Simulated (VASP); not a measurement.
A run of VASP 6.6.1 is set up as follows.

The input INCAR:

```
  PREC = Accurate
  ENCUT = 350
  EDIFF = 1E-7
  ISMEAR = 0
  SIGMA = 0.02
  LREAL = False
  LASPH = True
  NELM = 100
  ALGO = Fast
  ISIF = 2
  LWAVE = False
  LCHARG = False
  GGA = PE
  IVDW = 12
  NBANDS = 20
```

Contents of KPOINTS:

```
Automatic mesh
0
Gamma
  9 9 4
```

Contents of POSCAR:

```
SnS2
1.0
    3.6390000000      0.0000000000      0.0000000000
   -1.8195000000      3.1514664400      0.0000000000
    0.0000000000      0.0000000000      5.8680000000
Sn S
1 2
Direct
    0.0000000000      0.0000000000      0.0000000000
    0.3333333300      0.6666666700      0.2500000000
    0.6666666700      0.3333333300      0.7500000000
```

Potentials or basis: VASP PAW PBE potentials, release 64 (Sn_d, S).

The run is started by

```sh
$ cat potpaw_PBE.64/Sn_d/POTCAR potpaw_PBE.64/S/POTCAR > POTCAR
$ mpirun -np 1 vasp_std > vasp.out
```

**Question.** Predict the pressure.

**Answer.** 1.5 GPa.

**Question.** Predict the dispersion energy per atom.

**Answer.** -0.330 eV.

**Question.** What does it give for the largest force?

**Answer.** 0.257 eV/Å.

**Question.** Estimate the band gap on the k mesh.

**Answer.** 1.46 eV, indirect (least direct gap 1.92 eV).

Stress tensor (GPa, compression positive):
```
1.67 0.00 0.00
0.00 1.67 0.00
0.00 0.00 1.30
```

Caveat: spin-orbit coupling is left out, which moves the levels of the heavy elements; an odd mesh through Γ misses points on the zone boundary, where band edges often lie.
